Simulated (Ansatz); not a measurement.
**Si2W: properties of a relaxed candidate**

This session takes a relaxed cell of Si2W and sets out to see whether it has a gap, which orbitals make up the states near it and how charge is shared.

Computed with Ansatz 0.2.0 (DFT PBE, scalar-relativistic, plane waves, PAW, unless a step's input says otherwise).

### 1 Starting point

Symmetry: P-3m1, No. 164, trigonal system. The conventional cell has a = 2.952 Å, b = 2.952 Å, c = 5.853 Å, α = 90.00°, β = 90.00°, γ = 120.00°. Around Si (site symmetry 3m) lie 3 W at 2.58 Å and 3 Si at 2.62 Å. W (site symmetry -3m) has 6 Si at 2.58 Å and 6 W at 2.95 Å in its first shell of neighbours.

Structure file:

```
Si W
1.0
     2.95236    0.00000    0.00000
    -1.47618    2.55682    0.00000
     0.00000    0.00000    5.85346
Si W
2 1
Direct
  0.66667 0.33333 0.66964
  0.33333 0.66667 0.33036
  0.00000 0.00000 0.00000
```

The cell was relaxed beforehand at this level, from a generated guess; it needn't be the stable form of this composition. At a tolerance of 0.05 Å it has space group P-3m1 (No. 164); it has 14.73 Å³/atom, an uncorrected energy of +0.11 eV/atom over the elements.

### 2 Electronic structure at the relaxed geometry

input.yaml

```yaml
crystal:
  lattice:
    - [2.9523570846, 0.0, 0.0]
    - [-1.4761785423, 2.5568162363, 0.0]
    - [0.0, 0.0, 5.8534573765]
  atoms:
    - { symbol: Si, position: [0.6666666667, 0.3333333333, 0.6696370143] }
    - { symbol: Si, position: [0.3333333333, 0.6666666667, 0.3303629857] }
    - { symbol: W, position: [0.0, 0.0, 0.0] }
basis:
  ecutwfc: 420
kpoints:
  mp_grid: { grid: [18, 18, 8] }
  band_path:
    path:
      - [[0.0, 0.0, 0.0], [0.5, 0.0, 0.0], [0.33333333, 0.33333333, 0.0], [0.0, 0.0, 0.0], [0.0, 0.0, 0.5], [0.5, 0.0, 0.5], [0.33333333, 0.33333333, 0.5], [0.0, 0.0, 0.5]]
      - [[0.5, 0.0, 0.5], [0.5, 0.0, 0.0]]
      - [[0.33333333, 0.33333333, 0.5], [0.33333333, 0.33333333, 0.0]]
    npoints: 14
hamiltonian:
  xc: pbe
scf:
  occupations: { method: gaussian, width: 0.1 }
  n_extra_bands: 7
output:
  forces: true
  stress: true
  eigenvalues: true
  populations: true
  dos: { projected: true, de: 0.02, nscf_kmesh: { grid: [22, 22, 10] } }
  bader: true
  write_density: true
  write_potential: true
  elf: true
  volumetric_format: npy
```

Run with:

```console
> ansatz run input.yaml --threads 1 --pin off --max-ram 2560MiB --backend cpu --events-out ev --progress --plain --runs-dir out
```

Log:

```text
Warning: RAYON_NUM_THREADS=1 ignored (pool sized by the plan → 1); use --threads N
scf.n_extra_bands = 7 over 11 filled bands (N_el = 22.0): the run solves 18 bands
Engine: ansatz 0.2.0, x86_64-unknown-linux-gnu
Pseudopotentials: kind: paw
Pseudopotential: Si, paw, valence charge 4, recommended cutoff 420 eV (normal), Si.paw.azcp
Pseudopotential: W, paw, valence charge 14, recommended cutoff 420 eV (normal), W.paw.azcp
Functional definition: PBE
  parameter kappa = 0.804
  parameter beta = 0.06672455060314922
  exchange = pbe_x(kappa = kappa, mu = beta*pi^2/3)
  correlation = pbe_c(beta = beta)
Crystal: 3 atoms, lattice volume = 44.186 Å³
Basis set: ecut = 420 eV, 835 PW (Γ), exchange–correlation on 40×40×80 points (8 copies of the dense FFT grid, shifted against one another)
Bands: 18, of which v1, the nominal top of the filled ones, is band 11 counted from 1 (10 counted from 0)
Symmetry: 12 space group operations
Space group: P-3m1 (ITA 164), of the structure as read, at distance tolerance 3.5e-5 Å
k-points: 266 of 2592
Non-local potential: Si, projectors of the file, l = 0: 2, l = 1: 2, l = 2: 2
Non-local potential: W, projectors of the file, l = 0: 3, l = 1: 2, l = 2: 2, l = 3: 1
PAW form: soft (Blöchl's): semilocal exchange-correlation on the pseudo side does not see the compensation charge
PAW one-centre angular grid: Si, 110 points (default); XC on 64 Gauss nodes
PAW one-centre angular grid: W, 590 points (default); XC on 64 Gauss nodes
Initial density: superposition of atomic densities (neutral atoms: chi_scale 0, normalization atom), corrected by the library's trained network
Initial wavefunctions: pseudopotential atomic-orbital guess
Functional: x = pbe(κ = 0.804, μ = 0.2195149727645171), c = pbe(β = 0.06672455060314922)
SCF iter   1: F=—  HF=-11656.127971 eV  |F-HF|=—  |Δ(HF+E_count)|=         —  Δρ=6.66e-3  dr2=3.16e-2  ethr=1.77e-3  ⟨swp⟩=5.2  Hψ=26599  notcnv=0  defer=2
preconditioner: auto → none  [metal: Δε(μ)=0.013 eV  Ē_g=9.057 eV  σ=0.100 eV  W_gap=0.08  n_scr=4 (ndim 8)  ℏωp=20.9 eV  f_vac=0.000  D(μ)=1.50/eV (n_scr^D=10)  sad-step TF]
SCF iter   2: F=—  HF=-11656.126429 eV  |F-HF|=—  |Δ(HF+E_count)|=   1.54e-3  Δρ=4.40e-3  dr2=2.25e-2  ethr=1.43e-4  ⟨swp⟩=1.0  Hψ=6916  notcnv=0  defer=7
SCF iter   3: F=—  HF=-11656.123625 eV  |F-HF|=—  |Δ(HF+E_count)|=   2.80e-3  Δρ=9.02e-4  dr2=1.64e-3  ethr=1.02e-4  ⟨swp⟩=1.7  Hψ=4688  notcnv=0  defer=7
SCF iter   4: F=—  HF=-11656.123387 eV  |F-HF|=—  |Δ(HF+E_count)|=   2.38e-4  Δρ=3.31e-4  dr2=1.90e-4  ethr=7.47e-6  ⟨swp⟩=2.1  Hψ=5499  notcnv=0  defer=7
SCF iter   5: F=—  HF=-11656.123359 eV  |F-HF|=—  |Δ(HF+E_count)|=   2.77e-5  Δρ=1.01e-4  dr2=1.19e-5  ethr=8.62e-7  ⟨swp⟩=1.3  Hψ=4675  notcnv=0  defer=7
SCF iter   6: F=—  HF=-11656.123365 eV  |F-HF|=—  |Δ(HF+E_count)|=   5.62e-6  Δρ=1.59e-5  dr2=2.44e-7  ethr=5.43e-8  ⟨swp⟩=1.6  Hψ=4701  notcnv=0  defer=7
SCF iter   7: F=-11656.123365 eV  HF=-11656.123365 eV  |F-HF|=2.98e-10  |Δ(HF+E_count)|=   4.67e-8  Δρ=1.96e-6  dr2=1.30e-9  ethr=4.55e-10  ⟨swp⟩=12.4  Hψ=29864  notcnv=0
SCF 1 converged in 7 iterations: F = -11656.123365 eV  dr2 = 1.30e-9
NSCF: frozen V_eff on 129 k-points
NSCF: frozen V_eff on 472 k-points
SCF converged after 7 iterations
Free energy (F): -11656.123365 eV
Harris-Foulkes:  -11656.123365 eV  (|F-HF|=2.98e-10)
Internal energy: -11656.116046 eV  (E = F + TS)
E sigma→0 (E₀):  -11656.119705 eV
Entropy (-TS):   -0.007319 eV (-2.440 meV/atom)
Fermi energy:    14.700470 eV
--- Per-component energies (eV) ---
  E_band       = -112.656169
  E_kinetic    = 535.562060
  E_local      = -1279.904317  (includes V_loc(G=0)·N_el)
  E_nonlocal   = 51.223704
  E_hartree    = 522.926958
  E_xc         = -379.657055
  E_vxc        = -335.484652  (∫ρ·V_xc dr)
  E_paw        = -9587.740292  (= ΣΔE_a)
  E_vpaw       = -129.906217  (= ΣTr[D̂ρ^β])
  E_aug_tail   = -0.000050  (compensation charges beyond the density's cutoff)
  E_ewald      = -1518.527053
  E_smearing   = -0.007319  (= −TS)
  E_closure    = 0.000000  (closes the sum)
  Σ components = -11656.123365   (vs F -11656.123365, Δ=0.00e0)
--- Forces (eV/Å), atoms counted from 1 ---
  atom   1  Si     0.00000000     0.00000000     0.00362206
  atom   2  Si     0.00000000    -0.00000000    -0.00362206
  atom   3  W     -0.00000000     0.00000000     0.00000000
  max |Σ_I F_I| component: 1.85e-17 eV/Å
--- Stress (GPa, compression-positive) ---
        0.001558      -0.000000      -0.000000
        0.000000       0.001558       0.000000
       -0.000000      -0.000000      -0.034863
  P = ⅓ Tr σ = -0.0106 GPa (-0.106 kbar)
--- Band table (eV; the first three rows and the last of 266) ---
  k-point 0: bands = ["-58.8336", "-23.1976", "-22.8095", "-22.8095", "1.5850", "6.2870", "7.1897", "12.6212", "13.9389", "13.9389", "16.1973", "16.1973", "19.0362", "21.4408", "21.4408", "22.1294", "22.1294", "24.6526"]
  k-point 1: bands = ["-58.8336", "-23.1977", "-22.8095", "-22.8095", "1.6532", "5.6599", "7.8717", "12.5447", "13.9412", "13.9412", "16.1875", "16.1875", "18.9374", "21.2532", "21.2532", "22.4004", "22.4004", "24.5402"]
  k-point 2: bands = ["-58.8336", "-23.1978", "-22.8095", "-22.8095", "1.8456", "4.8339", "8.8523", "12.3110", "13.9467", "13.9467", "16.1643", "16.1643", "18.7033", "20.9816", "20.9816", "22.9350", "22.9350", "24.3778"]
  k-point 265: bands = ["-58.7816", "-23.2687", "-23.2687", "-23.0757", "7.9434", "7.9434", "10.5659", "10.6549", "10.6549", "11.1183", "13.1602", "13.1602", "16.3772", "16.3772", "18.8679", "21.4722", "23.5024", "23.5024"]
--- Löwdin populations: 3 sites ---
  site symbol       q [e]
     0     Si      3.9842
     1     Si      3.9842
     2      W     13.7937
  spilling = 0.010811 (of n_electrons = 22.000000)
--- Bader charges: 3 sites ---
  site symbol  charge [e]  shift [e]
     0     Si     -0.0652     0.0021
     1     Si     -0.0652     0.0021
     2      W      0.1304     0.0042
  estimated error of the sums over rays = 6.8e-4 e
```

Wall time 1.9 min (1 thread of Intel Xeon at 2.50GHz (Skylake/Cascade Lake), shared host); peak memory 0.53 GiB.

By site:

```csv
atom,Löwdin electrons,Bader charge (e),Bader volume (Å³)
Si1,3.98,-0.07,14.1
Si2,3.98,-0.07,14.1
W3,13.79,+0.13,16.0
```

The Löwdin counts miss 0.24 of the 22 electrons, which the atomic orbitals do not span, so they are no charges.

From bands.tsv, the levels nearest the Fermi level at the path's corners, in eV from the Fermi level:

```
point  band 8  band 9  band 10  band 11  band 12  band 13  band 14  band 15
    Γ   -2.08   -0.76    -0.76     1.50     1.50     4.34     6.74     6.74
    M   -4.01   -2.96    -1.00    -0.31     0.00     2.16     3.39     4.38
    K   -4.72   -4.72    -1.77    -1.77    -0.65     1.80     4.44     4.44
    Γ   -2.08   -0.76    -0.76     1.50     1.50     4.34     6.74     6.74
    A   -3.01   -0.75    -0.75     1.43     1.43     3.68     6.03     6.03
    L   -4.60   -3.32    -2.68    -0.64     2.83     4.12     4.38     4.54
    H   -4.05   -4.05    -3.58    -1.54    -1.54     1.68     1.68     4.17
    A   -3.01   -0.75    -0.75     1.43     1.43     3.68     6.03     6.03
    L   -4.60   -3.32    -2.68    -0.64     2.83     4.12     4.38     4.54
    M   -4.01   -2.96    -1.00    -0.31     0.00     2.16     3.39     4.38
    H   -4.05   -4.05    -3.58    -1.54    -1.54     1.68     1.68     4.17
    K   -4.72   -4.72    -1.77    -1.77    -0.65     1.80     4.44     4.44
```

States per cell in windows of 1 eV, from dos.tsv and pdos.tsv (zero at the Fermi level):

```csv
from,to,total,Si 3s,Si 3p,W 5d
-8,-7,0.89,0.38,0.25,0.19
-7,-6,0.85,0.31,0.27,0.21
-6,-5,0.86,0.10,0.46,0.22
-5,-4,1.68,0.17,0.81,0.59
-4,-3,1.22,0.11,0.48,0.57
-3,-2,2.22,0.13,0.76,1.22
-2,-1,2.07,0.14,0.78,1.04
-1,0,1.82,0.10,0.60,1.05
0,1,1.24,0.10,0.33,0.74
1,2,1.53,0.12,0.48,0.81
2,3,1.11,0.12,0.44,0.42
3,4,2.01,0.31,0.64,0.70
4,5,1.77,0.22,0.66,0.58
```

The solved bands begin to run out at 5.0 eV, so nothing above is shown.

Below -8 eV lie 10 or so more states.

Density in a lattice plane of the grid's cell (edges 2.95 and 5.85 Å, at 0.000 of the third edge), which holds W.

Ten even steps from ' ' (0.10 e/Å³) to '@' (5.05 e/Å³):
```
@@@@##--          --##@@
##**==..          ..==**
::::..              ..::
                        
                        
                        
                        
                        
                        
                        
                        
                        
                        
                        
                        
                        
::::..              ..::
##**==..          ..==**
@@@@##--          --##@@
**@@@@==..      ..==@@@@
```
Columns run along the first of these edges and rows up along the second, over one cell in 12 and 20 even steps from the bottom left corner. Atoms in the plane (fractional): W at (0.00, 0.00).

ELF in the same plane.

Values, 12 rows by 6 columns:
```
0.63 0.63 0.22 0.40 0.22 0.63
0.27 0.24 0.41 0.56 0.41 0.24
0.39 0.51 0.64 0.62 0.64 0.51
0.42 0.52 0.61 0.53 0.61 0.52
0.17 0.30 0.57 0.67 0.57 0.30
0.07 0.20 0.56 0.72 0.56 0.20
0.17 0.30 0.57 0.67 0.57 0.30
0.42 0.52 0.61 0.53 0.61 0.52
0.39 0.51 0.64 0.62 0.64 0.51
0.27 0.24 0.41 0.56 0.41 0.24
0.63 0.63 0.22 0.40 0.22 0.63
0.00 0.64 0.27 0.36 0.27 0.64
```
Columns run along the first of these edges and rows up along the second, over one cell in 6 and 12 even steps from the bottom left corner. Atoms in the plane (fractional): W at (0.00, 0.00).

Both are smooth fields of the valence electrons: close to the nuclei they are not physical.

The highest ELF values outside the cores: 0.77 on the Si–Si line, 1.0 Å from Si; 0.75 on the Si–W line, 0.9 Å from Si; 0.70 beside Si, off the lines to its neighbours, 1.0 Å from Si.

### 3 Changed: occupations.width 0.3

input.yaml

```yaml
crystal:
  lattice:
    - [2.9523570846, 0.0, 0.0]
    - [-1.4761785423, 2.5568162363, 0.0]
    - [0.0, 0.0, 5.8534573765]
  atoms:
    - { symbol: Si, position: [0.6666666667, 0.3333333333, 0.6696370143] }
    - { symbol: Si, position: [0.3333333333, 0.6666666667, 0.3303629857] }
    - { symbol: W, position: [0.0, 0.0, 0.0] }
basis:
  ecutwfc: 420
kpoints:
  mp_grid: { grid: [18, 18, 8] }
hamiltonian:
  xc: pbe
scf:
  occupations: { method: gaussian, width: 0.3 }
output:
  forces: true
  eigenvalues: true
  stress: true
```

Run with:

```console
> ansatz run input.yaml --threads 1 --pin off --max-ram 2560MiB --backend cpu --events-out ev --progress --plain --runs-dir out
```

Log, cut to the lines that bear on the results:

```text
Warning: RAYON_NUM_THREADS=1 ignored (pool sized by the plan → 1); use --threads N
[...]
Pseudopotentials: kind: paw
Pseudopotential: Si, paw, valence charge 4, recommended cutoff 420 eV (normal), Si.paw.azcp
Pseudopotential: W, paw, valence charge 14, recommended cutoff 420 eV (normal), W.paw.azcp
Functional definition: PBE
[...]
Crystal: 3 atoms, lattice volume = 44.186 Å³
Basis set: ecut = 420 eV, 835 PW (Γ), exchange–correlation on 40×40×80 points (8 copies of the dense FFT grid, shifted against one another)
Bands: 15, of which v1, the nominal top of the filled ones, is band 11 counted from 1 (10 counted from 0)
Symmetry: 12 space group operations
Space group: P-3m1 (ITA 164), of the structure as read, at distance tolerance 3.5e-5 Å
k-points: 266 of 2592
[...]
SCF iter   1: F=—  HF=-11656.158891 eV  |F-HF|=—  |Δ(HF+E_count)|=         —  Δρ=6.76e-3  dr2=3.55e-2  ethr=1.77e-3  ⟨swp⟩=5.0  Hψ=21524  notcnv=0
[...]
SCF iter   6: F=-11656.153780 eV  HF=-11656.153780 eV  |F-HF|=1.91e-8  |Δ(HF+E_count)|=   7.07e-7  Δρ=1.35e-5  dr2=7.55e-8  ethr=4.55e-10  ⟨swp⟩=6.0  Hψ=19398  notcnv=0
[...]
SCF converged after 6 iterations
Free energy (F): -11656.153780 eV
[...]
E sigma→0 (E₀):  -11656.119554 eV
Entropy (-TS):   -0.068452 eV (-22.817 meV/atom)
Fermi energy:    14.720740 eV
[...]
--- Forces (eV/Å), atoms counted from 1 ---
  atom   1  Si     0.00000000     0.00000000    -0.01135623
  atom   2  Si     0.00000000    -0.00000000     0.01135623
  atom   3  W      0.00000000     0.00000000     0.00000000
[...]
--- Stress (GPa, compression-positive) ---
        0.094505      -0.000000      -0.000000
        0.000000       0.094505      -0.000000
       -0.000000       0.000000       0.236556
  P = ⅓ Tr σ = 0.1419 GPa (1.419 kbar)
--- Band table (eV; the first three rows and the last of 266) ---
  k-point 0: bands = ["-58.8348", "-23.1961", "-22.8125", "-22.8125", "1.5873", "6.2872", "7.1882", "12.6214", "13.9346", "13.9346", "16.1961", "16.1961", "19.0361", "21.4443", "21.4443"]
[...]
```

Run time: 20 s. Hardware: 1 thread of Intel Xeon at 2.50GHz (Skylake/Cascade Lake), shared host; peak memory 0.44 GiB.

```csv
run,ending,energy change,pressure (GPa),gap (eV),force (eV/Å),cycles,time
step 2,converged,0,0.0,0.00,0.00,7,1.9 min
variant,converged,+0.1 meV/atom (σ→0),0.1,0.00,0.01,6,20 s
```

Changing the smearing hardly moves the energy: +0.1 meV/atom.

### 4 What came out

| quantity | value |
| --- | --- |
| gap | none (metal) |
| states at the Fermi level | 1.28 per eV per cell |
| Bader charges | Si -0.07, W +0.13 e |

In words: There is no gap at this level. Of the projected weight within 0.25 eV of the Fermi level, the largest part is W 5d (65 %) and Si 3p (28 %). Bader charges reach 0.1 e, so charge transfer in this metal is small. Spin-orbit coupling is left out, which matters for the bands of W.
